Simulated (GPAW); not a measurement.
Runs of GPAW 26.7.0 on C. Symmetry: Fd-3m, No. 227, cubic system. The conventional cell has a = 3.567 Å, b = 3.567 Å, c = 3.567 Å, α = 90.00°, β = 90.00°, γ = 90.00°. Around C (site symmetry -43m) lie 4 C at 1.54 Å. This isn't the form of C at room conditions, which is graphite.

```tsv
task	level	potentials or basis	cell	k mesh	cutoff (eV)	smearing	maxiter	eigensolver	band path	band points	convergence	other keys	mesh quality	gap on the mesh (eV)	pressure (GPa)
single point	PBE0-1/3	GPAW PAW data sets (gpaw-data 1.2.1), pw	as given	6 × 6 × 6	600	fermi-dirac 0.05 eV	60	-	-	-	-	-	coarse	(b)	-
band structure	TPSS	GPAW PAW data sets (gpaw-data 1.2.1), pw	as given	10 × 10 × 10	800	fermi-dirac 0.05 eV	150	davidson	GXWKGLUWLK,UX	80	-	-	not flagged	(a)	0.8
phonons	LDA	PAW data sets generated in the run's folder for this functional, pw	relaxed	13 × 13 × 13	680	fermi-dirac 0.05 eV	150	-	GXWKGLUWLK,UX	-	density=1e-06 eigenstates=1e-09	-	not flagged	4.18	0.0
gruneisen	revPBE+D3(BJ)	the program's PAW data sets (release 1.2.1) made for this functional, pw	relaxed	9 × 9 × 9	680	fermi-dirac 0.01 eV	60	-	-	-	density=1e-06 eigenstates=1e-09	several, not listed	not flagged	4.17	0.0
```

Alike in all rows: no spin polarisation.

Q: Estimate the missing entries.

A: (a) 4.20; (b) 6.73.

Caveats: some runs use coarse meshes; the PAW data sets were made with another functional, which shifts forces and pressure a little (some runs); the cutoff is short for stress and forces, so pressures can be off by a GPa or more (some runs); an odd mesh through Γ misses points on the zone boundary, where band edges often lie (some runs); phonon bands are interpolated from a small supercell (some runs); the density grid can change from cell to cell, which puts small steps into energies and stress (some runs).
